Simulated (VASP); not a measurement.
## A VASP 6.6.1 single-point calculation on CaO

INCAR

```
LASPH = .TRUE.
LCHARG = .FALSE.
EDIFF = 1E-7
PREC = Accurate
ENCUT = 520
NBANDS = 15
AMIX = 0.8
ALGO = Conjugate
ISIF = 2
LWAVE = .FALSE.
NELM = 50
IBRION = -1
GGA = PE
NSW = 0
ISMEAR = -1
SIGMA = 0.02
NELMDL = -12
LREAL = .FALSE.
```

KPOINTS

```
KPOINTS created by Atomic Simulation Environment
0
Gamma
10 10 10
0 0 0
```

POSCAR

```
Ca O
 1.0000000000000000
     0.0000000000000000    2.3975501135538488    2.3975501135538488
     2.3975501135538488    0.0000000000000000    2.3975501135538488
     2.3975501135538488    2.3975501135538488    0.0000000000000000
 Ca  O
   1   1
Cartesian
  0.0000000000000000 -0.0000000000000000 -0.0000000000000000
  2.3975501135538488  2.3975501135538488  2.3975501135538488
```

The recommended PBE PAW datasets give the neutral cell 16 valence electrons.

Command

```
mpirun -np 1 vasp_std
```

OSZICAR

```
N       E                     dE             d eps       ncg     rms           ort
DAV:   1     0.125619269463E+03    0.12562E+03   -0.97458E+03   705   0.116E+03
DAV:   2    -0.903702406788E+01   -0.13466E+03   -0.12463E+03   705   0.291E+02
DAV:   3    -0.143675427695E+02   -0.53305E+01   -0.52931E+01   705   0.602E+01
DAV:   4    -0.145089062986E+02   -0.14136E+00   -0.14128E+00   705   0.888E+00
DAV:   5    -0.145103526632E+02   -0.14464E-02   -0.14463E-02   705   0.856E-01
DAV:   6    -0.145103888013E+02   -0.36138E-04   -0.36138E-04   705   0.102E-01
DAV:   7    -0.145103899682E+02   -0.11670E-05   -0.11669E-05   705   0.144E-02
DAV:   8    -0.145103900140E+02   -0.45775E-07   -0.45795E-07   705   0.256E-03
DAV:   9    -0.145103900157E+02   -0.16830E-08   -0.17278E-08   705   0.592E-04
DAV:  10    -0.145103900159E+02   -0.21078E-09   -0.22746E-09   705   0.243E-04
...
CGA:  17    -0.127968254486E+02   -0.86275E-02   -0.86208E-02   705   0.231E-02   0.616E-04
CGA:  18    -0.127975190661E+02   -0.69362E-03   -0.69239E-03   705   0.385E-03   0.180E-04
CGA:  19    -0.127976526243E+02   -0.13356E-03   -0.13474E-03   705   0.105E-03  -0.108E-04
CGA:  20    -0.127976948095E+02   -0.42185E-04   -0.41525E-04   705   0.232E-04   0.423E-05
CGA:  21    -0.127977040578E+02   -0.92483E-05   -0.93552E-05   705   0.559E-05  -0.869E-06
CGA:  22    -0.127977062393E+02   -0.21815E-05   -0.22815E-05   705   0.120E-05  -0.680E-06
CGA:  23    -0.127977066758E+02   -0.43648E-06   -0.45356E-06   705   0.391E-06  -0.125E-06
CGA:  24    -0.127977067945E+02   -0.11870E-06   -0.11863E-06   705   0.721E-07   0.202E-08
SDA:  25    -0.127977068633E+02   -0.68798E-07   -0.68787E-07   705   0.493E-07  -0.395E-07
   1 F= -.12797707E+02 E0= -.12797707E+02  d E =-.496166E-14
```

From OUTCAR

```
k-points           NKPTS =     47   k-points in BZ     NKDIM =     47   number of bands    NBANDS=     15

   NELECT =      16.0000    total number of electrons

   dimension x,y,z NGX =    28 NGY =   28 NGZ =   28
   dimension x,y,z NGXF=    56 NGYF=   56 NGZF=   56

  energy-cutoff  :      520.00
  volume of cell :       27.56
      direct lattice vectors                 reciprocal lattice vectors
     0.000000000  2.397550114  2.397550114    -0.208546214  0.208546214  0.208546214
     2.397550114  0.000000000  2.397550114     0.208546214 -0.208546214  0.208546214
     2.397550114  2.397550114  0.000000000     0.208546214  0.208546214 -0.208546214

 k-points in reciprocal lattice and weights: KPOINTS created by Atomic Simulation Env
   0.00000000  0.00000000  0.00000000       0.001
   0.10000000  0.00000000  0.00000000       0.008
   0.20000000  0.00000000  0.00000000       0.008
   0.30000000  0.00000000  0.00000000       0.008
   0.40000000  0.00000000  0.00000000       0.008
   0.50000000  0.00000000  0.00000000       0.004
   0.10000000  0.10000000  0.00000000       0.006
   0.20000000  0.10000000  0.00000000       0.024
   ...

 E-fermi :   2.9364

 k-point     1 :       0.0000    0.0000    0.0000
  band No.  band energies     occupation
      1     -35.2176      2.00000
      2     -15.9763      2.00000
      3     -15.9763      2.00000
      4     -15.9763      2.00000
      5     -13.1564      2.00000
      6       2.3897      2.00000
      7       2.3897      2.00000
      8       2.3897      2.00000
      9       7.1607      0.00000
     10       8.6330      0.00000
     11       8.6330      0.00000
     12       8.6330      0.00000
     13      10.1491      0.00000
     14      10.1491      0.00000
     15      17.5065      0.00000

 k-point     2 :       0.1000    0.0000    0.0000
  band No.  band energies     occupation
      1     -35.2076      2.00000
      2     -16.1228      2.00000
      3     -15.9817      2.00000
      4     -15.9817      2.00000
      5     -13.0034      2.00000
      6       2.0277      2.00000
      7       2.2487      2.00000
      8       2.2487      2.00000
      9       7.6191      0.00000
     10       8.6002      0.00000
     11       8.8056      0.00000
     12       8.8056      0.00000
     13      10.3922      0.00000
     14      10.3922      0.00000
     15      17.9091      0.00000

 k-point     3 :       0.2000    0.0000    0.0000
  band No.  band energies     occupation
      1     -35.1812      2.00000
      2     -16.4528      2.00000
      3     -15.9955      2.00000
      4     -15.9955      2.00000
      5     -12.6550      2.00000
      6       1.2529      2.00000
      7       1.9106      2.00000
      8       1.9106      2.00000
      9       8.5266      0.00000
     10       8.7671      0.00000
     11       9.2822      0.00000
     12       9.2822      0.00000
     13      11.0221      0.00000
     14      11.0221      0.00000
     15      18.4974      0.00000

 ...

  Total        0.5308563      0.5308563      0.5308563      0.0000000      0.0000000      0.0000000
  in kB       30.8570529     30.8570529     30.8570529      0.0000000      0.0000000      0.0000000
  external PRESSURE =      30.8570529 kB  Pullay stress =       0.0000000 kB

 POSITION                                       TOTAL-FORCE (eV/Angst)
 -----------------------------------------------------------------------------------
      0.00000      0.00000      0.00000         0.000000     -0.000000      0.000000
      2.39755      2.39755      2.39755        -0.000000      0.000000     -0.000000
 -----------------------------------------------------------------------------------
    total drift:                                0.000000      0.000000      0.000000

  FREE ENERGIE OF THE ION-ELECTRON SYSTEM (eV)
  ---------------------------------------------------
  free  energy   TOTEN  =       -12.7977068633 eV

  energy  without entropy=      -12.7977068633  energy(sigma->0) =      -12.79770686
```

It converged. Results: gap between bands v and c on the k mesh 3.63 eV; least direct gap on the k mesh 4.01 eV; pressure 3.1 GPa. Band v is the last that the valence electrons fill when counted band by band, and c is the next.

For comparison, a separate PBE run of the intended cell, on usual settings and not on those above, gives a gap of 3.63 eV on its mesh and a pressure of 3.1 GPa.

The run above took about 34 s on one core of a shared host (Intel Xeon Platinum 8488C) and held 0.18 GiB at most.
